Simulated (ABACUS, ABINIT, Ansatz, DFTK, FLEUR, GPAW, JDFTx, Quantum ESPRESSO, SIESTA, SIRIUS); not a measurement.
# MgB2: programs and potentials compared

```xyz
3
Lattice="3.0850 0.0000 0.0000 -1.5425 2.6717 0.0000 0.0000 0.0000 3.5230" Properties=species:S:1:pos:R:3 pbc="T T T"
Mg    0.0703   -0.0171   -0.0345
B     1.5536    0.8592    1.7323
B     0.0098    1.7804    1.7941
```

Atoms were shifted at random by some hundredths of an Å from the given cell, which wasn't relaxed again for these runs.

Alike in all runs: task single point; functional PBEsol; k mesh 10 × 10 × 8; occupations fermi-dirac, width 0.05 eV; no spin polarisation; no spin-orbit coupling. Pressure is positive in compression and, in plane waves, holds the error of the finite cutoff.

| program and potentials | plane-wave cutoff (eV) | notes | band gap (eV) | pressure (GPa) | largest force (eV/Å) | energy over the undisturbed cell (meV/atom) |
| --- | --- | --- | --- | --- | --- | --- |
| FLEUR, all-electron, FLAPW | - | - | no gap | - | 0.735 | 10.86 |
| JDFTx, PseudoDojo-SR-PBEsol-0.4.1-standard with smoothed tails | 1143 | - | no gap | -2.37 | 0.737 | 10.89 |
| Quantum ESPRESSO, GBRV 1.5 PBEsol | 612 | - | no gap | -2.70 | 0.735 | 10.83 |
| ABACUS, PseudoDojo NC SR 0.4.1 PBEsol standard, plane waves | 1143 | - | no gap | -2.37 | 0.738 | 10.96 |
| DFTK, PseudoDojo SR PBEsol 0.4.1 standard (PBEsol) | 1143 | - | no gap | -2.37 | 0.737 | - |
| SIESTA, files PseudoDojo sr-pbesol-0.4.1-standard, DZP (energy shift 0.003 Ry; two zetas on semicore shells) | - | atomic basis | no gap | 2.61 | 0.728 | 11.06 |
| Ansatz, all-electron LAPW, scalar-relativistic | - | - | no gap | -2.78 | 0.735 | - |
| GPAW, PAW data sets generated for this functional | 800 | - | no gap | -2.78 | 0.737 | 10.88 |
| ABINIT, PseudoDojo NC SR PBEsol v0.4.1 standard | 1143 | - | no gap | -2.37 | 0.738 | - |
| SIRIUS, PseudoDojo 0.4.1 PBEsol standard (scalar relativistic) | 1152 | - | no gap | -2.37 | 0.737 | - |

Force on atom 3 (B), eV/Å:

```
                                                                                      program and potentials      x       y       z
                                                                                  FLEUR, all-electron, FLAPW  0.148  -0.156  -0.703
                                              JDFTx, PseudoDojo-SR-PBEsol-0.4.1-standard with smoothed tails  0.148  -0.164  -0.703
                                                                           Quantum ESPRESSO, GBRV 1.5 PBEsol  0.148  -0.156  -0.703
                                                 ABACUS, PseudoDojo NC SR 0.4.1 PBEsol standard, plane waves  0.148  -0.165  -0.704
                                                          DFTK, PseudoDojo SR PBEsol 0.4.1 standard (PBEsol)  0.148  -0.164  -0.703
SIESTA, files PseudoDojo sr-pbesol-0.4.1-standard, DZP (energy shift 0.003 Ry; two zetas on semicore shells)  0.154  -0.210  -0.680
                                                              Ansatz, all-electron LAPW, scalar-relativistic  0.148  -0.156  -0.703
                                                           GPAW, PAW data sets generated for this functional  0.149  -0.158  -0.705
                                                             ABINIT, PseudoDojo NC SR PBEsol v0.4.1 standard  0.148  -0.165  -0.704
                                              SIRIUS, PseudoDojo 0.4.1 PBEsol standard (scalar relativistic)  0.148  -0.164  -0.703
```

None finds a gap. The pressure spans -2.78 (Ansatz, all-electron LAPW, scalar-relativistic) to 2.61 GPa (SIESTA, files PseudoDojo sr-pbesol-0.4.1-standard, DZP (energy shift 0.003 Ry; two zetas on semicore shells)), with all-electron results at -2.78. The pressure on the cell as given of SIESTA, files PseudoDojo sr-pbesol-0.4.1-standard, DZP (energy shift 0.003 Ry; two zetas on semicore shells) lies far from the others; the cause wasn't traced. Rows in atomic bases carry the error of their basis and grid, which can be large.

The functional is the same throughout but for its coding, so the spread measures potentials, basis and numerics; runs on potential files found faulty are left out.
